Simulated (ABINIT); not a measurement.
# Quasiparticle gap of ZnSe (Stilleite) in ABINIT, part 2 of 3

Aim: the G0W0 gap of ZnSe (Stilleite) on PBE, step by step.

ABINIT 10.8.3; PBE and many-body steps on it, plane waves. Known limits of the many-body steps: not at the basis limit; no spin-orbit coupling; coarse k mesh.

So far. Step 2 (Ground state): The gap is direct, at Γ.

### Step 3. Bands along the symmetry lines

Level of this step: DFT, PBE, plane waves, norm-conserving pseudopotentials (ABINIT).

Levels along a band path, at the cheap level, show where the edges lie and whether the meshes to come will hold them.

The input, run.abi:

```
acell 3*1.0 Angstrom
rprim 
  -0.000000000000 2.833800000000 2.833800000000
  2.833800000000 -0.000000000000 2.833800000000
  2.833800000000 2.833800000000 0.000000000000
ntypat 2
znucl 30 34
natom 2
typat 1 2
xred 
  0.000000000000 0.000000000000 0.000000000000
  0.250000000000 0.250000000000 0.250000000000
pp_dirpath "pseudos"
pseudos "Zn.upf, Se.upf"
ecut 48
iscf -2
irdden 1
kptopt 0
nkpt 50
kpt 
  0.00000000 0.00000000 0.00000000
  -0.06250000 -0.06250000 0.00000000
  -0.12500000 -0.12500000 0.00000000
  -0.18750000 -0.18750000 0.00000000
  -0.25000000 -0.25000000 0.00000000
  -0.31250000 -0.31250000 0.00000000
  -0.37500000 -0.37500000 0.00000000
  -0.43750000 -0.43750000 0.00000000
  -0.50000000 -0.50000000 0.00000000
  -0.48437500 -0.48437500 0.03125000
  -0.46875000 -0.46875000 0.06250000
  -0.45312500 -0.45312500 0.09375000
  -0.43750000 -0.43750000 0.12500000
  -0.42187500 -0.42187500 0.15625000
  -0.40625000 -0.40625000 0.18750000
  -0.39062500 -0.39062500 0.21875000
  -0.37500000 -0.37500000 0.25000000
  -0.37500000 0.00000000 0.37500000
  -0.32812500 0.00000000 0.32812500
  -0.28125000 0.00000000 0.28125000
  -0.23437500 0.00000000 0.23437500
  -0.18750000 0.00000000 0.18750000
  -0.14062500 0.00000000 0.14062500
  -0.09375000 0.00000000 0.09375000
  -0.04687500 0.00000000 0.04687500
  0.00000000 0.00000000 0.00000000
  0.00000000 0.00000000 0.06250000
  0.00000000 0.00000000 0.12500000
  0.00000000 0.00000000 0.18750000
  0.00000000 0.00000000 0.25000000
  0.00000000 0.00000000 0.31250000
  0.00000000 0.00000000 0.37500000
  0.00000000 0.00000000 0.43750000
  0.00000000 0.00000000 0.50000000
  -0.06250000 -0.03125000 0.46875000
  -0.12500000 -0.06250000 0.43750000
  -0.18750000 -0.09375000 0.40625000
  -0.25000000 -0.12500000 0.37500000
  -0.31250000 -0.15625000 0.34375000
  -0.37500000 -0.18750000 0.31250000
  -0.43750000 -0.21875000 0.28125000
  -0.50000000 -0.25000000 0.25000000
  -0.50000000 -0.28125000 0.21875000
  -0.50000000 -0.31250000 0.18750000
  -0.50000000 -0.34375000 0.15625000
  -0.50000000 -0.37500000 0.12500000
  -0.50000000 -0.40625000 0.09375000
  -0.50000000 -0.43750000 0.06250000
  -0.50000000 -0.46875000 0.03125000
  -0.50000000 -0.50000000 0.00000000
istwfk *1
nband 32
nbdbuf 5
tolwfr 1e-07
nstep 50
prtwf 0
prtvol 0
indata_prefix "in"
outdata_prefix "out"
tmpdata_prefix "tmp"
```

Run with:

```
$ OMP_NUM_THREADS=1 mpirun -n 4 abinit run.abi > log
```

Numbers of over 12 decimals in the logs are rounded to 6 here.

Output:

```text
.Version 10.8.3 of ABINIT. v10.8.2 released Aug 2026.

 Symmetries : space group F-4 3 m (#216); Bravais cF (face-center cubic)
[... echo of the input left out ...]
== DATASET  1 ==================================================================
-   mpi_nproc: 4, omp_nthreads: 1 (-1 if OMP is not activated)

--- !DatasetInfo
iteration_state: {dtset: 1, }
dimensions: {natom: 2, nkpt: 50, mband: 32, nsppol: 1, nspinor: 1, nspden: 1, mpw: 4917, }
cutoff_energies: {ecut:  48.0, pawecutdg:  -1.0, }
electrons: {nelect:   4.40000000E+01, charge:   0.00000000E+00, occopt:   1.00000000E+00, tsmear:   1.00000000E-02, }

 Real(R)+Recip(G) space primitive vectors, cartesian coordinates (Bohr,Bohr^-1):
 R(1)=  0.0000000  5.3551059  5.3551059  G(1)= -0.0933688  0.0933688  0.0933688
 R(2)=  5.3551059  0.0000000  5.3551059  G(2)=  0.0933688 -0.0933688  0.0933688
 R(3)=  5.3551059  5.3551059  0.0000000  G(3)=  0.0933688  0.0933688 -0.0933688
 Unit cell volume ucvol=  3.0713845E+02 bohr^3
 Angles (23,13,12)=  6.00000000E+01  6.00000000E+01  6.00000000E+01 degrees

 getcut: wavevector=  0.0000  0.0000  0.0000  ngfft=  48  48  48
         ecut(hartree)=     48.000   => boxcut(ratio)=   2.03223

--- Pseudopotential description ------------------------------------------------
- Zn Generated using ONCVPSP code by D. R. Hamann
- 30.00000  20.00000  171031                  znucl, zion, pspdat
12 -101130 2 -1 1326                          pspcod,pspxc,lmax,lloc,mmax
     nproj     2     2     2
  pspatm : epsatm=   26.68164218
         --- l  ekb(1:nproj) -->
             0    2.827643   -1.532764
             1   -4.632527   -1.324876
             2   -6.943520   -2.557073
 pspatm: atomic psp has been read  and splines computed

- Se Generated using ONCVPSP code by D. R. Hamann
- 34.00000  24.00000  171031                  znucl, zion, pspdat
12 -101130 2 -1 1214                          pspcod,pspxc,lmax,lloc,mmax
     nproj     2     2     2
  pspatm : epsatm=   25.39064422
         --- l  ekb(1:nproj) -->
[...]
pspatm: atomic psp has been read  and splines computed

--------------------------------------------------------------------------------

================================================================================
 prteigrs : about to open file out_EIG
 Non-SCF case, kpt    1 (  0.00000  0.00000  0.00000), residuals and eigenvalues=
  3.76E-08  2.31E-08  7.80E-08  3.48E-08  6.62E-08  1.18E-08  7.38E-08  8.41E-08
  1.87E-08  3.88E-08  1.98E-08  4.29E-08  9.14E-08  2.19E-08  1.81E-08  2.90E-08
  4.04E-08  7.38E-08  7.33E-08  7.20E-08  8.12E-08  2.53E-08  8.79E-08  6.34E-08
[...]
-7.4629E+00 -5.2385E+00 -5.2385E+00 -5.2385E+00 -4.4496E+00 -2.7650E+00
 -2.7650E+00 -2.7650E+00 -1.5698E+00 -1.5698E+00 -1.5698E+00 -1.5696E+00
 -1.5696E+00 -3.3425E-01 -8.7379E-02 -8.7379E-02 -8.7379E-02 -7.3851E-02
[...]
6.3314E-01  6.3314E-01
 Non-SCF case, kpt    2 ( -0.06250 -0.06250  0.00000), residuals and eigenvalues=
[...]
6.3825E-01  6.5252E-01
 Non-SCF case, kpt    3 ( -0.12500 -0.12500  0.00000), residuals and eigenvalues=
[...]
6.5354E-01  6.7472E-01
[...]
Non-SCF case, kpt   49 ( -0.50000 -0.46875  0.03125), residuals and eigenvalues=
[...]
7.1518E-01  8.0595E-01
 Non-SCF case, kpt   50 ( -0.50000 -0.50000  0.00000), residuals and eigenvalues=
[...]
-6.7227E-02 -2.1500E-02  7.2844E-02  7.2844E-02  2.6295E-01  2.8045E-01
  5.4749E-01  5.6671E-01  5.6671E-01  6.6710E-01  6.8488E-01  6.8488E-01
  7.0352E-01  8.0213E-01

--- !ResultsGS
iteration_state: {dtset: 1, }
comment   : Summary of ground state results
lattice_vectors:
- [ -0.0000000,   5.3551059,   5.3551059, ]
- [  5.3551059,  -0.0000000,   5.3551059, ]
- [  5.3551059,   5.3551059,   0.0000000, ]
lattice_lengths: [   7.57326,    7.57326,    7.57326, ]
lattice_angles: [ 60.000,  60.000,  60.000, ] # degrees, (23, 13, 12)
lattice_volume:   3.0713845E+02
convergence: {deltae:  0.000E+00, res2:  0.000E+00, residm:  9.981E-08, diffor:  0.000E+00, }
etotal    :  -5.47356177E+02
entropy   :   0.00000000E+00
fermie    :   1.53041323E-01
cartesian_stress_tensor: null
pressure_GPa: null
xred      :
- [  0.0000E+00,   0.0000E+00,   0.0000E+00, Zn]
- [  2.5000E-01,   2.5000E-01,   2.5000E-01, Se]
cartesian_forces: null
force_length_stats: {min: null, max: null, mean: null, }

 Integrated electronic density in atomic spheres:
 ------------------------------------------------
 Atom  Sphere_radius  Integrated_density
[...]
================================================================================

 ----iterations are completed or convergence reached----

 Mean square residual over all n,k,spin=   44.709E-09; max=  99.810E-09
 reduced coordinates (array xred) for    2 atoms
       0.000000000000      0.000000000000      0.000000000000
       0.250000000000      0.250000000000      0.250000000000

 cartesian coordinates (angstrom) at end:
    1      0.000000     0.000000     0.000000
    2      1.416900     1.416900     1.416900
 length scales=  1.889726125908  1.889726125908  1.889726125908 bohr
              =  1.000000000000  1.000000000000  1.000000000000 angstroms
 prteigrs : about to open file out_EIG
 Eigenvalues (hartree) for nkpt=  50  k points:
 kpt#   1, nband= 32, wtk=  1.00000, kpt=  0.0000  0.0000  0.0000 (reduced coord)
[...]
kpt#   2, nband= 32, wtk=  1.00000, kpt= -0.0625 -0.0625  0.0000 (reduced coord)
[...]
kpt#   3, nband= 32, wtk=  1.00000, kpt= -0.1250 -0.1250  0.0000 (reduced coord)
[...]
kpt#  49, nband= 32, wtk=  1.00000, kpt= -0.5000 -0.4687  0.0313 (reduced coord)
[...]
kpt#  50, nband= 32, wtk=  1.00000, kpt= -0.5000 -0.5000  0.0000 (reduced coord)
[...]
-0.07809   -0.07208   -0.06723   -0.02150    0.07284    0.07284    0.26295    0.28045
   0.54749    0.56671    0.56671    0.66710    0.68488    0.68488    0.70352    0.80213

== END DATASET(S) ==============================================================
================================================================================

 -outvars: echo values of variables after computation  --------
            nband          32
             nkpt          50
          spgroup         216
 [... the other variables as echoed above ...]

 Calculation completed.
```

It took 28 s on 4 MPI ranks of Arm Neoverse V1, shared host; peak memory 0.38 GiB.

This step gave:

```yaml
gap: 1.288 eV
k_of_the_valence_top: 0, 0, 0
k_of_the_conduction_bottom: 0, 0, 0
least_direct_gap: 1.288 eV
```

The gap is 1.288 eV, as in the run before at this level.

Electronic bands along the path, in eV, zero at the top of the highest filled band:

```csv
point,band 19,band 20,band 21,band 22,band 23,band 24,band 25,band 26
Γ,-6.17,0.00,0.00,0.00,1.29,5.81,5.81,5.81
halfway,-6.15,-2.88,-1.25,-1.25,3.93,4.03,8.04,8.04
X,-5.99,-4.75,-2.18,-2.18,2.99,3.47,10.73,11.26
halfway,-5.96,-4.74,-2.56,-2.08,3.26,4.06,9.97,10.51
U,-5.91,-4.71,-3.08,-1.79,3.59,5.60,9.05,9.28
jump to K,-5.91,-4.71,-3.08,-1.79,3.59,5.60,9.05,9.28
halfway,-6.15,-3.33,-1.74,-0.49,3.79,5.97,6.67,6.69
Γ,-6.17,0.00,0.00,0.00,1.29,5.81,5.81,5.81
halfway,-6.17,-3.04,-0.48,-0.48,2.75,6.45,6.45,6.57
L,-6.01,-5.22,-0.87,-0.87,2.55,6.39,6.39,8.57
halfway,-5.96,-4.89,-2.41,-1.46,4.23,5.55,7.42,8.68
W,-5.87,-4.68,-2.76,-2.66,5.49,5.56,6.97,7.72
halfway,-5.93,-4.72,-2.48,-2.43,3.88,4.29,9.22,9.31
X,-5.99,-4.75,-2.18,-2.18,2.99,3.47,10.73,11.26
```

### Step 4. Empty states on the mesh, 4×4×4 mesh, 129 bands

The sums over transitions need many empty states on a uniform mesh; this step solves for them.

The input, run.abi:

```
acell 3*1.0 Angstrom
rprim 
  -0.000000000000 2.833800000000 2.833800000000
  2.833800000000 -0.000000000000 2.833800000000
  2.833800000000 2.833800000000 0.000000000000
ntypat 2
znucl 30 34
natom 2
typat 1 2
xred 
  0.000000000000 0.000000000000 0.000000000000
  0.250000000000 0.250000000000 0.250000000000
pp_dirpath "pseudos"
pseudos "Zn.upf, Se.upf"
ecut 48
ngkpt 4 4 4
nshiftk 1
shiftk 0 0 0
kptopt 1
chksymbreak 0
iscf -2
irdden 1
istwfk *1
nband 129
nbdbuf 10
tolwfr 1e-09
nstep 60
prtvol 0
indata_prefix "in"
outdata_prefix "out"
tmpdata_prefix "tmp"
```

Output:

```text
.Version 10.8.3 of ABINIT. v10.8.2 released Aug 2026.

 Symmetries : space group F-4 3 m (#216); Bravais cF (face-center cubic)
[... echo of the input left out ...]
== DATASET  1 ==================================================================
-   mpi_nproc: 4, omp_nthreads: 1 (-1 if OMP is not activated)

--- !DatasetInfo
iteration_state: {dtset: 1, }
dimensions: {natom: 2, nkpt: 8, mband: 129, nsppol: 1, nspinor: 1, nspden: 1, mpw: 4910, }
cutoff_energies: {ecut:  48.0, pawecutdg:  -1.0, }
electrons: {nelect:   4.40000000E+01, charge:   0.00000000E+00, occopt:   1.00000000E+00, tsmear:   1.00000000E-02, }

 Real(R)+Recip(G) space primitive vectors, cartesian coordinates (Bohr,Bohr^-1):
 R(1)=  0.0000000  5.3551059  5.3551059  G(1)= -0.0933688  0.0933688  0.0933688
 R(2)=  5.3551059  0.0000000  5.3551059  G(2)=  0.0933688 -0.0933688  0.0933688
 R(3)=  5.3551059  5.3551059  0.0000000  G(3)=  0.0933688  0.0933688 -0.0933688
 Unit cell volume ucvol=  3.0713845E+02 bohr^3
 Angles (23,13,12)=  6.00000000E+01  6.00000000E+01  6.00000000E+01 degrees

 getcut: wavevector=  0.0000  0.0000  0.0000  ngfft=  48  48  48
         ecut(hartree)=     48.000   => boxcut(ratio)=   2.03223

--- Pseudopotential description ------------------------------------------------
- Zn Generated using ONCVPSP code by D. R. Hamann
- 30.00000  20.00000  171031                  znucl, zion, pspdat
12 -101130 2 -1 1326                          pspcod,pspxc,lmax,lloc,mmax
     nproj     2     2     2
  pspatm : epsatm=   26.68164218
         --- l  ekb(1:nproj) -->
             0    2.827643   -1.532764
             1   -4.632527   -1.324876
             2   -6.943520   -2.557073
 pspatm: atomic psp has been read  and splines computed

- Se Generated using ONCVPSP code by D. R. Hamann
- 34.00000  24.00000  171031                  znucl, zion, pspdat
12 -101130 2 -1 1214                          pspcod,pspxc,lmax,lloc,mmax
     nproj     2     2     2
  pspatm : epsatm=   25.39064422
         --- l  ekb(1:nproj) -->
[...]
pspatm: atomic psp has been read  and splines computed

--------------------------------------------------------------------------------

================================================================================
 prteigrs : about to open file out_EIG
 Non-SCF case, kpt    1 (  0.00000  0.00000  0.00000), residuals and eigenvalues=
  5.20E-10  8.37E-11  9.69E-11  9.99E-11  1.40E-10  2.41E-10  1.88E-10  3.09E-10
  2.79E-10  4.92E-10  4.28E-10  3.94E-10  4.27E-10  3.09E-10  4.80E-10  6.63E-10
  8.40E-11  1.40E-10  8.87E-10  1.67E-10  1.60E-10  4.39E-10  5.16E-10  2.14E-10
[...]
5.14E-10
 -7.4629E+00 -5.2385E+00 -5.2385E+00 -5.2385E+00 -4.4496E+00 -2.7650E+00
 -2.7650E+00 -2.7650E+00 -1.5698E+00 -1.5698E+00 -1.5698E+00 -1.5696E+00
 -1.5696E+00 -3.3425E-01 -8.7379E-02 -8.7379E-02 -8.7379E-02 -7.3851E-02
[...]
3.3016E+00  3.3016E+00  3.3016E+00  3.3228E+00  3.3599E+00  3.3748E+00
  3.3748E+00  3.3748E+00  3.3917E+00  3.3917E+00  3.3917E+00  3.4063E+00
[...]
prteigrs : prtvol=0 or 1, do not print more k-points.

--- !ResultsGS
iteration_state: {dtset: 1, }
comment   : Summary of ground state results
lattice_vectors:
- [ -0.0000000,   5.3551059,   5.3551059, ]
- [  5.3551059,  -0.0000000,   5.3551059, ]
- [  5.3551059,   5.3551059,   0.0000000, ]
lattice_lengths: [   7.57326,    7.57326,    7.57326, ]
lattice_angles: [ 60.000,  60.000,  60.000, ] # degrees, (23, 13, 12)
lattice_volume:   3.0713845E+02
convergence: {deltae:  0.000E+00, res2:  0.000E+00, residm:  9.949E-10, diffor:  0.000E+00, }
etotal    :  -5.47356177E+02
entropy   :   0.00000000E+00
fermie    :   1.53041323E-01
cartesian_stress_tensor: null
pressure_GPa: null
xred      :
- [  0.0000E+00,   0.0000E+00,   0.0000E+00, Zn]
- [  2.5000E-01,   2.5000E-01,   2.5000E-01, Se]
cartesian_forces: null
force_length_stats: {min: null, max: null, mean: null, }

 Integrated electronic density in atomic spheres:
 ------------------------------------------------
 Atom  Sphere_radius  Integrated_density
[...]
================================================================================

 ----iterations are completed or convergence reached----

 Mean square residual over all n,k,spin=   37.177E-11; max=  99.492E-11
 reduced coordinates (array xred) for    2 atoms
       0.000000000000      0.000000000000      0.000000000000
       0.250000000000      0.250000000000      0.250000000000

 cartesian coordinates (angstrom) at end:
    1      0.000000     0.000000     0.000000
    2      1.416900     1.416900     1.416900
 length scales=  1.889726125908  1.889726125908  1.889726125908 bohr
              =  1.000000000000  1.000000000000  1.000000000000 angstroms
 prteigrs : about to open file out_EIG
 Eigenvalues (hartree) for nkpt=   8  k points:
 kpt#   1, nband=129, wtk=  0.01563, kpt=  0.0000  0.0000  0.0000 (reduced coord)
[...]
3.25704    3.25704    3.30164    3.30164    3.30164    3.32279    3.35987    3.37481
   3.37481    3.37482    3.39174    3.39174    3.39174    3.40631    3.40631    3.45075
   3.45075
 prteigrs : prtvol=0 or 1, do not print more k-points.

== END DATASET(S) ==============================================================
================================================================================

 -outvars: echo values of variables after computation  --------
            nband         129
             nkpt           8
          spgroup         216
 [... the other variables as echoed above ...]

 Calculation completed.
```

Elapsed: 38 s, on 4 MPI ranks; peak memory 0.37 GiB; 2.5 min of CPU time.

This step gave:

| Quantity | Value |
| --- | --- |
| gap | 1.288 eV |
| k of the valence top | 0, 0, 0 |
| k of the conduction bottom | 0, 0, 0 |
| least direct gap | 1.288 eV |
| k points computed | 8 |
| lowest point of the top converged band, above the valence top | 87.2623 eV |

On this mesh the gap is 1.288 eV.

### Step 5. Screening, 4×4×4 mesh, 119 bands, screening to 130.6 eV

The RPA dielectric matrix is built and inverted for each q.

This step: RPA screening on PBE, plane waves, norm-conserving pseudopotentials.

run.abi: that of step 4 with these lines changed.

```diff
@@ -20,10 +20,11 @@
 chksymbreak 0
-iscf -2
-irdden 1
 istwfk *1
-nband 129
-nbdbuf 10
-tolwfr 1e-09
-nstep 60
-prtvol 0
+occopt 1
+irdwfk 1
+optdriver 3
+nband 119
+ecuteps 4.8
+inclvkb 2
+awtr 1
+symchi 1
 indata_prefix "in"
```

Output:

```text
.Version 10.8.3 of ABINIT. v10.8.2 released Aug 2026.

 Symmetries : space group F-4 3 m (#216); Bravais cF (face-center cubic)
[... echo of the input left out ...]
== DATASET  1 ==================================================================
-   mpi_nproc: 4, omp_nthreads: 1 (-1 if OMP is not activated)

--- !DatasetInfo
iteration_state: {dtset: 1, }
dimensions: {natom: 2, nkpt: 8, mband: 119, nsppol: 1, nspinor: 1, nspden: 1, mpw: 4910, }
cutoff_energies: {ecut:  48.0, pawecutdg:  -1.0, }
electrons: {nelect:   4.40000000E+01, charge:   0.00000000E+00, occopt:   1.00000000E+00, tsmear:   1.00000000E-02, }

 SCREENING: Calculation of the susceptibility and dielectric matrices

 Based on a program developped by R.W. Godby, V. Olevano, G. Onida, and L. Reining.
 Incorporated in ABINIT by V. Olevano, G.-M. Rignanese, and M. Torrent.
.Using double precision arithmetic ; gwpc =  8

[... cell and pseudopotentials left out ...]
--------------------------------------------------------------------------------

 ==== K-mesh for the wavefunctions ====
 Number of points in the irreducible wedge :     8
[... list of points left out ...]
 Together with 24 symmetry operations and time-reversal symmetry
 yields    64 points in the full Brillouin Zone.

 ==== Q-mesh for the screening function ====
 Number of points in the irreducible wedge :     8
[... list of points left out ...]
 Together with 24 symmetry operations and time-reversal symmetry
 yields    64 points in the full Brillouin Zone.

 setmesh: FFT mesh size selected  =    32x   32x   32
          total number of points  =        32768

 vcoul_init : cutoff-mode = AUXILIARY_FUNCTION
 q-points for optical limit:   1
     1)      0.000010    0.000020    0.000030

- screening: taking advantage of time-reversal symmetry
- Maximum band index for partially occupied states nbvw = 22
- Remaining bands to be divided among processors   nbcw = 97
- Number of bands treated by each node ~24

 Number of electrons calculated from density =   44.0000; Expected =   44.0000
 average of density, n =  0.143258
 r_s =    1.1856
 omega_plasma =   36.5103 [eV]

 calculating chi0 at frequencies [eV] :
  1    0.000000E+00    0.000000E+00
  2    0.000000E+00    3.651025E+01

--------------------------------------------------------------------------------
  q-point number  1        q = ( 0.000000, 0.000000, 0.000000) [r.l.u.]
--------------------------------------------------------------------------------
[... chi0 elements left out ...]
 For q-point:  0.000010 0.000020 0.000030
  dielectric constant =  13.5241
  dielectric constant without local fields =  14.4718

  Average fulfillment of the sum rule on Im[epsilon] for q-point    1 :     36.83  [%]
[... wings left out ...]
  q-point number  2        q = ( 0.250000, 0.000000, 0.000000) [r.l.u.]
--------------------------------------------------------------------------------
[... chi0 elements left out ...]
  Average fulfillment of the sum rule on Im[epsilon] for q-point    2 :     43.41  [%]

 [... 6 further q-points ...]
```

The job ended after 51 s (4 MPI ranks; peak memory 1.2 GiB; 3.4 min of CPU time).

This step gave:

| Item | Value |
| --- | --- |
| ε∞ with local fields, on this mesh, along the program's q direction | 13.52 |
| the same without local fields | 14.47 |
| plasma frequency | 36.51 eV |
| plane waves in the screening matrix | 169 |

Local fields lower ε∞ by 7 %. On a Γ-centred mesh this coarse the value itself is usually too large, while a short band sum pulls it down.

[end of part 2 of 3]

[Paths, hosts, dates, memory and timing lines, banners, echoed tables and standing remarks are left out of the program output.]

[Logs are printed without paths, hosts, clocks, repeated set-up lines and the standing remarks that a program may print on its own settings, such as how far it seeks lower states.]

[Runs of the session that timed out or met a known fault of the program may be left out.]

[Hosts, paths, dates, database ids (printed as entryN), source tags and the programs' standing remarks are cut or masked in the printed files.]

[G0W0 gaps are taken among the corrected bands and points alone; a level outside them can change the order at an edge.]

[Where Ansatz stands beside ABINIT at settings called matched, ABINIT's density can come from a denser mesh and the files from another edition; pairs whose starting gaps differed by over 0.03 eV were left out, so agreement reads better than it is.]
